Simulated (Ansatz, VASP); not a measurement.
# C: VASP beside Ansatz

One calculation is typed for both programs; each brings its own data sets. How far apart do they land? The structure shown is the end of the Ansatz relaxation below.

Main program and level: Ansatz 0.2.0; plane waves, with VASP 6.6.1 beside it; single point at PBEsol.

### Step 1. The starting structure

The structure is cubic, space group Fd-3m (No. 227). The conventional cell has a = 3.554 Å, b = 3.554 Å, c = 3.554 Å, α = 90.00°, β = 90.00°, γ = 90.00°. Nearest to C lie 4 C at 1.54 Å.

### Step 2. Ansatz: relaxation, PBEsol

Ansatz runs on its PAW soft_1 files.

This run makes the geometry at which the two programs are then compared.

File input.yaml:

```yaml
crystal:
  lattice:
    - [2.512866, 0.0, 0.0]
    - [0.0, 2.512866, 0.0]
    - [0.0, 0.0, 3.553729]
  atoms:
    - { symbol: C, position: [1.0, 0.0, 0.5] }
    - { symbol: C, position: [0.5, 0.0, 0.75] }
    - { symbol: C, position: [0.5, 0.5, 1.0] }
    - { symbol: C, position: [1.0, 0.5, 0.25] }
kpoints:
  mp_grid: { grid: [11, 11, 8] }
scf:
  occupations: { method: fermi_dirac, width: 0.02 }
hamiltonian:
  xc: pbesol
  pseudopotentials: { kind: paw, azcp: { folder: soft_1 }, xc_functional: pbe }
basis:
  ecutwfc: 600
output:
  forces: true
  stress: true
relax:
  f_tol: 0.005
  max_steps: 70
  cell: { stress_tol: 0.02, p_target: 0, fix: [a, b, alpha, beta, gamma] }
```

Launch:

```sh
> ansatz run input.yaml --threads 8 --pin off --max-ram 18432MiB --backend cpu --events-out ev --progress --plain --runs-dir out
```

Numbers of over 12 decimals in the logs are rounded to 6 here.

The program printed:

```text
Engine: ansatz 0.2.0, aarch64-unknown-linux-gnu
Pseudopotentials: kind: paw
Pseudopotential: C, paw, valence charge 4, recommended cutoff 420 eV (normal), soft_1/C.paw.azcp
Functional definition: PBEsol
  exchange = pbesol_x
  correlation = pbesol_c
Crystal: 4 atoms, lattice volume = 22.440 Å³
Basis set: ecut = 600 eV, 727 PW (Γ), exchange–correlation on 48×48×60 points (8 copies of the dense FFT grid, shifted against one another)
Bands: 12, of which v1, the nominal top of the filled ones, is band 8 counted from 1 (7 counted from 0)
Symmetry: 32 space group operations
Space group: Fd-3m (ITA 227), of the structure as read, at distance tolerance 2.8e-5 Å
k-points: 105 of 968
Non-local potential: C, projectors of the file, l = 0: 2, l = 1: 2, l = 2: 1
PAW form: soft (Blöchl's): semilocal exchange-correlation on the pseudo side does not see the compensation charge
PAW frozen core: C, regenerated for the run's functional, and the local potential with it (the file was generated under x = pbe(κ = 0.804, μ = 0.219515), c = pbe(β = 0.066725))
PAW one-centre angular grid: C, 110 points (default); XC on 64 Gauss nodes
Initial density: superposition of atomic densities (chi_scale 0.1, normalization cell)
Initial wavefunctions: pseudopotential atomic-orbital guess
Functional: x = pbesol(κ = 0.804, μ = 0.123457), c = pbesol(β = 0.046)
SCF iter   1: F=—  HF=-987.847849 eV  |F-HF|=—  |Δ(HF+E_count)|=         —  Δρ=1.39e-1  dr2=3.00e0  ethr=3.10e-3  ⟨swp⟩=5.2  Hψ=6610  notcnv=0
preconditioner: auto → none  [insulator: Δε(μ)=4.779 eV  Ē_g=17.398 eV  σ=0.020 eV  W_gap=1.00  n_scr=6 (ndim 8)  ℏωp=31.4 eV  f_vac=0.000  D(μ)=0.00/eV (n_scr^D=0)  ε∞_Penn≈4.2]
SCF iter   2: F=—  HF=-986.801794 eV  |F-HF|=—  |Δ(HF+E_count)|=    1.05e0  Δρ=5.44e-2  dr2=4.04e-1  ethr=3.10e-3  ⟨swp⟩=2.1  Hψ=3265  notcnv=0
SCF iter   3: F=—  HF=-986.682589 eV  |F-HF|=—  |Δ(HF+E_count)|=   1.19e-1  Δρ=5.55e-3  dr2=2.13e-3  ethr=2.52e-3  ⟨swp⟩=2.8  Hψ=2455  notcnv=0
SCF iter   4: F=—  HF=-986.683108 eV  |F-HF|=—  |Δ(HF+E_count)|=   5.18e-4  Δρ=2.11e-4  dr2=3.34e-6  ethr=1.33e-5  ⟨swp⟩=2.5  Hψ=2217  notcnv=0
SCF iter   5: F=—  HF=-986.683110 eV  |F-HF|=—  |Δ(HF+E_count)|=   2.65e-6  Δρ=2.99e-5  dr2=4.49e-8  ethr=6.25e-10  ⟨swp⟩=5.2  Hψ=4659  notcnv=0
SCF iter   6: F=-986.683110 eV  HF=-986.683110 eV  |F-HF|=1.01e-10  |Δ(HF+E_count)|=   4.30e-8  Δρ=2.18e-6  dr2=3.76e-10  ethr=2.80e-10  ⟨swp⟩=2.2  Hψ=3961  notcnv=0
SCF 1 converged in 6 iterations: F = -986.683110 eV  dr2 = 3.76e-10
  greatest PAW one-centre occupation: 0.646 electrons in one spin orbital (limit 2), on the C atom at site 3 (counted from 0), in its partial waves of l = 0
relax step   1: F+E_penalty+E_count = -986.68311028 eV  Δ(F+E_penalty+E_count) = +0.000e0 eV  max|allowed force component| = 3.469e-17 eV/Å  Δτ_max = 0.0000 Å  P = +0.000 GPa  Ω = 22.440 Å³  fix = [a, b, alpha, beta, gamma]  reactions: a +0.001, b +0.001 GPa  (6 SCF iters, dr2 threshold 1.00e-7 eV, accepted)
Initial density: handed on by an earlier stage of this run
Initial wavefunctions: pseudopotential atomic-orbital guess (no wavefunctions were taken with the density)
iter 1 solved again at ethr=8.72e-9 eV; its pass at ethr=3.10e-3 eV (dr2=1.39e-6 eV) is discarded
SCF iter   1: F=—  HF=-986.683111 eV  |F-HF|=—  |Δ(HF+E_count)|=         —  Δρ=2.29e-6  dr2=4.10e-10  ethr=8.72e-9  ⟨swp⟩=3.6  Hψ=10970  notcnv=0
preconditioner: auto → none  [insulator: Δε(μ)=4.036 eV  Ē_g=17.207 eV  σ=0.020 eV  W_gap=1.00  n_scr=6 (ndim 8)  ℏωp=31.4 eV  f_vac=0.000  D(μ)=0.00/eV (n_scr^D=0)  ε∞_Penn≈4.3]
SCF iter   2: F=—  HF=-986.683110 eV  |F-HF|=—  |Δ(HF+E_count)|=   3.69e-7  Δρ=9.87e-7  dr2=7.12e-11  ethr=2.56e-12  ⟨swp⟩=3.0  Hψ=2328  notcnv=0
SCF iter   3: F=-986.683110 eV  HF=-986.683110 eV  |F-HF|=4.55e-13  |Δ(HF+E_count)|=  1.41e-11  Δρ=9.98e-8  dr2=6.46e-13  ethr=1.00e-12  ⟨swp⟩=4.4  Hψ=5357  notcnv=0
SCF 2 converged in 3 iterations: F = -986.683110 eV  dr2 = 6.46e-13
relax step   2: F+E_penalty+E_count = -986.68311028 eV  Δ(F+E_penalty+E_count) = -8.981e-12 eV  max|allowed force component| = 2.776e-17 eV/Å  Δτ_max = 0.0000 Å  P = +0.000 GPa  Ω = 22.440 Å³  fix = [a, b, alpha, beta, gamma]  reactions: a +0.001, b +0.001 GPa  stress off target by 4.95e-4 GPa on what of the cell is left free  SCF on the basis re-selected at this cell (its energy is not comparable with the rows above)  (3 SCF iters)
basis re-selected at this cell: Δ(F+E_penalty+E_count) = -8.981e-12 eV, ΔP = +0.000 GPa vs the last step (what re-selecting the basis moved, of the pressure what is left beyond the Pulay correction that the steps carried, after the strain that the cell walked since its last selection, with what the two solves' SCF thresholds leave and, on support functions, any second-order correction that the steps lacked; it is no  [...]
SCF converged after 3 iterations
Free energy (F): -986.683110 eV
Harris-Foulkes:  -986.683110 eV  (|F-HF|=4.55e-13)
Internal energy: -986.683110 eV  (E = F + TS)
E sigma→0 (E₀):  -986.683110 eV
Fermi energy:    15.529854 eV
--- Per-component energies (eV) ---
  E_band       = 71.116722
  E_kinetic    = 359.817954
  E_local      = -217.693905  (includes V_loc(G=0)·N_el)
  E_nonlocal   = 92.079158
  E_hartree    = 51.707570
  E_xc         = -189.870026
  E_vxc        = -235.233628  (∫ρ·V_xc dr)
  E_paw        = -384.337649  (= ΣΔE_a)
  E_vpaw       = -31.268013  (= ΣTr[D̂ρ^β])
  E_aug_tail   = 0.000017  (compensation charges beyond the density's cutoff)
  E_ewald      = -698.470633
  E_core_change = 0.084402  (= ΣΔE_core)
  E_smearing   = -0.000000  (= −TS)
  E_closure    = -0.000000  (closes the sum)
  Σ components = -986.683110   (vs F -986.683110, Δ=0.00e0)
--- Forces (eV/Å), atoms counted from 1 ---
  atom   1  C      0.00000000    -0.00000000     0.00000000
  atom   2  C     -0.00000000    -0.00000000    -0.00000000
  atom   3  C     -0.00000000     0.00000000     0.00000000
  atom   4  C      0.00000000     0.00000000    -0.00000000
  max |Σ_I F_I| component: 6.94e-18 eV/Å
--- Stress (GPa, compression-positive) ---
        0.000994       0.000000       0.000000
        0.000000       0.000994       0.000000
        0.000000       0.000000      -0.000495
  P = ⅓ Tr σ = 0.0005 GPa (0.005 kbar)
--- Relaxed structure (1 steps of the walk, 1 accepted, 1 SCFs on fresh bases) ---
  F+E_penalty+E_count = -986.68311028 eV   max|allowed force component| = 2.776e-17 eV/Å   (the final SCF, on the basis selected at the relaxed cell)
  cell:  # Å, volume = 22.4400 Å³
    - [2.512866, 0.0, 0.0]
    - [0.0, 2.512866, 0.0]
    - [0.0, 0.0, 3.553729]
  atoms:
    - { symbol: C, position: [1.0, 0.0, 0.5] }
    - { symbol: C, position: [0.5, 0.0, 0.75] }
    - { symbol: C, position: [0.5, 0.5, 1.0] }
    - { symbol: C, position: [1.0, 0.5, 0.25] }
```

### Step 3. VASP: single point, PBEsol, pair 1

The same cell, functional, mesh and smearing now go to VASP, with its own data sets.

Lines of VASP's logs that name or quote its potential files are left out, and so is its time.

File INCAR:

```
SYSTEM = C
PREC = Accurate
ENCUT = 600
EDIFF = 1E-06
NELM = 120
ISMEAR = -1
SIGMA = 0.02
LREAL = .FALSE.
ALGO = Normal
GGA = PS
NBANDS = 14
LORBIT = 11
LWAVE = .FALSE.
LCHARG = .FALSE.
ISIF = 2
LASPH = .TRUE.
GGA_COMPAT = .FALSE.
EFERMI = MIDGAP
```

File POSCAR:

```
C
1.0
    2.5128660000      0.0000000000      0.0000000000
    0.0000000000      2.5128660000      0.0000000000
    0.0000000000      0.0000000000      3.5537290000
C
4
Direct
    0.0000000000      0.0000000000      0.5000000000
    0.5000000000      0.0000000000      0.7500000000
    0.5000000000      0.5000000000      0.0000000000
    0.0000000000      0.5000000000      0.2500000000
```

File KPOINTS:

```
Automatic mesh
0
Gamma
11 11 8
0 0 0
```

The projector-augmented-wave data sets are C (PBE family, release 64).

Launch:

```sh
> mpirun -np 1 vasp_std
```

The program printed:

```text
[banner, memory and clock lines left out]
running    1 mpi-ranks, on    1 nodes
 distrk:  each k-point on    1 cores,    1 groups
 distr:  one band on    1 cores,    1 groups

 POSCAR found type information on POSCAR C
 POSCAR found :  1 types and       4 ions
|                                                                             |
|               ----> ADVICE to this user running VASP <----                  |
|                                                                             |
|     You enforced a specific xc type in the INCAR file but a different       |
|     [... a line on the potential file left out ...]
|     I HOPE YOU KNOW WHAT YOU ARE DOING!                                     |
|                                                                             |

 LDA part: xc-table for (Slater+PW92), standard interpolation
 POSCAR, INCAR and KPOINTS ok, starting setup
 FFT: planning ... GRIDC
 FFT: planning ... GRID_SOFT
 FFT: planning ... GRID
 WAVECAR not read
 entering main loop
       N       E                     dE             d eps       ncg     rms          rms(c)
DAV:   1     0.270852049344E+02    0.27085E+02   -0.91741E+03  2940   0.124E+03
DAV:   2    -0.375886370608E+02   -0.64674E+02   -0.59630E+02  4094   0.215E+02
DAV:   3    -0.398609683433E+02   -0.22723E+01   -0.22605E+01  3882   0.356E+01
DAV:   4    -0.398754273883E+02   -0.14459E-01   -0.14455E-01  3402   0.328E+00
DAV:   5    -0.398755983786E+02   -0.17099E-03   -0.17095E-03  3912   0.315E-01    0.798E+00
DAV:   6    -0.388610075588E+02    0.10146E+01   -0.63234E-01  3258   0.557E+00    0.470E+00
DAV:   7    -0.385077672104E+02    0.35324E+00   -0.72094E-01  3516   0.612E+00    0.972E-01
DAV:   8    -0.385084192426E+02   -0.65203E-03   -0.12744E-02  3756   0.858E-01    0.374E-02
DAV:   9    -0.385084533484E+02   -0.34106E-04   -0.70313E-05  3714   0.770E-02    0.243E-02
DAV:  10    -0.385084696109E+02   -0.16262E-04   -0.87779E-06  3690   0.281E-02    0.317E-03
DAV:  11    -0.385084693649E+02    0.24605E-06   -0.55907E-08  2598   0.203E-03
   1 F= -.38508469E+02 E0= -.38508469E+02  d E =0.000000E+00
```

From OUTCAR (step 3):

```text
ion  position               nearest neighbor table
   1  0.000  0.000  0.500-   2 1.54   4 1.54   4 1.54   2 1.54
   2  0.500  0.000  0.750-   1 1.54   3 1.54   3 1.54   1 1.54
   3  0.500  0.500  0.000-   2 1.54   4 1.54   2 1.54   4 1.54
   4  0.000  0.500  0.250-   1 1.54   3 1.54   1 1.54   3 1.54

  LATTYP: Found a simple tetragonal cell.
 ALAT       =     2.5128660000
 C/A-ratio  =     1.4142134917

 Subroutine GETGRP returns: Found 16 space group operations
 (whereof  8 operations were pure point group operations)

The static configuration has the point symmetry D_2d.
 The point group associated with its full space group is D_4h.

 Found    105 irreducible k-points:

   k-points           NKPTS =    105   k-points in BZ     NKDIM =    105   number of bands    NBANDS=     14

   dimension x,y,z NGX =    20 NGY =   20 NGZ =   28
   dimension x,y,z NGXF=    40 NGYF=   40 NGZF=   56

   ENCUT  =  600.0 eV  44.10 Ry    6.64 a.u.   5.02  5.02  7.10*2*pi/ulx,y,z

   NELECT =      16.0000    total number of electrons

 k-points in reciprocal lattice and weights: Automatic mesh
   0.00000000  0.00000000  0.00000000       0.001
   0.09090909  0.00000000  0.00000000       0.004
   0.18181818  0.00000000  0.00000000       0.004
   0.27272727  0.00000000  0.00000000       0.004
   0.36363636  0.00000000  0.00000000       0.004
   0.45454545  0.00000000  0.00000000       0.004
   0.09090909  0.09090909  0.00000000       0.004
   0.18181818  0.09090909  0.00000000       0.008
   0.27272727  0.09090909  0.00000000       0.008
[...]
0.45454545  0.36363636  0.50000000       0.008
   0.45454545  0.45454545  0.50000000       0.004

 average (electrostatic) potential at core
       1 -45.3281       2 -45.3281       3 -45.3281       4 -45.3281

 E-fermi :  11.8814

 k-point     1 :       0.0000    0.0000    0.0000
  band No.  band energies     occupation
    ...
      4       3.4625      2.00000
      5       3.4625      2.00000
      6       9.8672      2.00000
      7       9.8672      2.00000
      8       9.8672      2.00000
      9      14.4916      0.00000
     10      14.4916      0.00000
     11      15.4368      0.00000
     12      15.4368      0.00000
     13      15.4368      0.00000
    ...

 k-point     2 :       0.0909    0.0000    0.0000
  band No.  band energies     occupation
    ...
      4       2.7055      2.00000
      5       3.5921      2.00000
      6       9.0297      2.00000
      7       9.2455      2.00000
      8       9.7722      2.00000
      9      14.6171      0.00000
     10      15.5800      0.00000
     11      15.5935      0.00000
     12      15.9121      0.00000
     13      16.1181      0.00000
    ...

 k-point     3 :       0.1818    0.0000    0.0000
  band No.  band energies     occupation
    ...
      4       1.1832      2.00000
      5       3.9738      2.00000
      6       7.2863      2.00000
      7       7.8159      2.00000
      8       9.4739      2.00000
      9      14.9893      0.00000
     10      16.0604      0.00000
     11      16.9792      0.00000
     12      17.3381      0.00000
     13      18.1853      0.00000
    ...

  Total        0.0658213      0.0658213      0.0655805      0.0000000      0.0000000      0.0000000
  in kB        4.6995271      4.6995271      4.6823328      0.0000000      0.0000000      0.0000000
  external PRESSURE =       4.6937957 kB  Pullay stress =       0.0000000 kB

  energy-cutoff  :      600.00
  volume of cell :       22.44
      direct lattice vectors                 reciprocal lattice vectors
     2.512866000  0.000000000  0.000000000     0.397951980  0.000000000  0.000000000
     0.000000000  2.512866000  0.000000000     0.000000000  0.397951980  0.000000000
     0.000000000  0.000000000  3.553729000     0.000000000  0.000000000  0.281394558

 POSITION                                       TOTAL-FORCE (eV/Angst)
 -----------------------------------------------------------------------------------
      0.00000      0.00000      1.77686        -0.000000     -0.000000      0.000000
      1.25643      0.00000      2.66530         0.000000      0.000000     -0.000000
      1.25643      1.25643      0.00000         0.000000     -0.000000      0.000000
      0.00000      1.25643      0.88843         0.000000      0.000000      0.000000
 -----------------------------------------------------------------------------------
    total drift:                                0.000000      0.000000     -0.000000

  FREE ENERGIE OF THE ION-ELECTRON SYSTEM (eV)
  ---------------------------------------------------
  free  energy   TOTEN  =       -38.5084693649 eV

  energy  without entropy=      -38.5084693649  energy(sigma->0) =      -38.50846936

 total charge
# of ion       s       p       d       tot
------------------------------------------
    1        0.824   1.755   0.000   2.579
    2        0.824   1.755   0.000   2.579
    3        0.824   1.755   0.000   2.579
    4        0.824   1.755   0.000   2.579
--------------------------------------------------
tot          3.295   7.019   0.000  10.314

[... 3 further parts left out ...]
```

The run ends at a pressure of 0.47 GPa.

### Step 4. Comparison

Known differences besides the potentials themselves: Ansatz makes its cores anew for this functional, VASP keeps those of its PBE data sets; Ansatz's pressure holds a Pulay correction, VASP's none. Total energies have different zeros and are not compared.

Compared:

| quantity | Ansatz | VASP | difference |
| --- | --- | --- | --- |
| pressure (GPa) | 0.00 | 0.47 | -0.47 |
| gap on the k mesh (eV) | 4.036 | 4.028 | +0.008 |

A gap on the mesh is an upper bound, since the band edges may lie between its points.

### Step 5. Ansatz: relaxation, PBEsol

This run makes the geometry at which the two programs are then compared. The cell compared in this pair holds 21.67 Å³, against 22.44 Å³ for the pair before.

The structure compared here is the end of the Ansatz relaxation.

Edit input.yaml of step 2 so:

```diff
@@ -2,5 +2,5 @@
   lattice:
-    - [2.512866, 0.0, 0.0]
-    - [0.0, 2.512866, 0.0]
-    - [0.0, 0.0, 3.553729]
+    - [2.46260868, 0.0, 0.0]
+    - [0.0, 2.46260868, 0.0]
+    - [0.0, 0.0, 3.596373748]
   atoms:
```

Launch:

```sh
> ansatz run input.yaml --threads 8 --pin off --max-ram 18432MiB --backend cpu --events-out ev --progress --plain --runs-dir out
```

The program printed:

```text
[...]
Crystal: 4 atoms, lattice volume = 21.810 Å³
Basis set: ecut = 600 eV, 691 PW (Γ), exchange–correlation on 40×40×60 points (8 copies of the dense FFT grid, shifted against one another)
Bands: 12, of which v1, the nominal top of the filled ones, is band 8 counted from 1 (7 counted from 0)
Symmetry: 32 space group operations
[...]
k-points: 105 of 968
[...]
P = ⅓ Tr σ = 16.8584 GPa (168.584 kbar)
--- Relaxed structure (3 steps of the walk, 3 accepted, 1 SCFs on fresh bases) ---
[...]
cell:  # Å, volume = 21.6658 Å³
    - [2.46260868, 0, 0]
    - [0, 2.46260868, 0]
    - [0, 0, 3.572602]
  atoms:
    - { symbol: C, position: [1.0, 0, 0.500000] }
    - { symbol: C, position: [0.5, 0, 0.750000] }
    - { symbol: C, position: [0.5, 0.5, 1.000000] }
    - { symbol: C, position: [1.0, 0.5, 0.250000] }
[key lines of the parts left out:]
SCF converged after 5 iterations
Free energy (F): -986.614685 eV
Fermi energy:    16.187922 eV
```

### Step 6. VASP: single point, PBEsol, pair 2

The same cell, functional, mesh and smearing now go to VASP, with its own data sets.

INCAR is that of step 3.

File POSCAR:

```
C
1.0
    2.4626086800      0.0000000000      0.0000000000
    0.0000000000      2.4626086800      0.0000000000
    0.0000000000      0.0000000000      3.5726019778
C
4
Direct
    0.0000000000      0.0000000000      0.5000000000
    0.5000000000      0.0000000000      0.7500000000
    0.5000000000      0.5000000000      0.0000000000
    0.0000000000      0.5000000000      0.2500000000
```

KPOINTS is that of step 3.

Launch:

```sh
> mpirun -np 1 vasp_std
```

The program printed:

```text
[banner, memory and clock lines left out]
running    1 mpi-ranks, on    1 nodes
[...]
[... a notice as in an earlier step ...]

 LDA part: xc-table for (Slater+PW92), standard interpolation
 POSCAR, INCAR and KPOINTS ok, starting setup
[...]
entering main loop
       N       E                     dE             d eps       ncg     rms          rms(c)
DAV:   1     0.296269391704E+02    0.29627E+02   -0.94331E+03  2948   0.126E+03
DAV:   2    -0.376223313139E+02   -0.67249E+02   -0.61394E+02  4126   0.217E+02
DAV:   3    -0.399307694251E+02   -0.23084E+01   -0.22976E+01  3864   0.356E+01
DAV:   4    -0.399440269497E+02   -0.13258E-01   -0.13253E-01  3474   0.318E+00
[...]
DAV:   9    -0.384339888337E+02   -0.32696E-04   -0.69675E-05  3744   0.774E-02    0.246E-02
DAV:  10    -0.384340050572E+02   -0.16224E-04   -0.83932E-06  3648   0.279E-02    0.287E-03
DAV:  11    -0.384340048368E+02    0.22045E-06   -0.54141E-08  2610   0.203E-03
   1 F= -.38434005E+02 E0= -.38434005E+02  d E =0.000000E+00
```

(Part 1 of 2 ends here.)

[Lines on the potential files, build, host, timing and source positions are cut from VASP's logs without a mark.]

[Logs are printed without paths, hosts, clocks, repeated set-up lines and the standing remarks that a program may print on its own settings, such as how far it seeks lower states.]

[Hosts, paths, dates, database ids (printed as entryN), source tags and the programs' standing remarks are cut or masked in the printed files.]
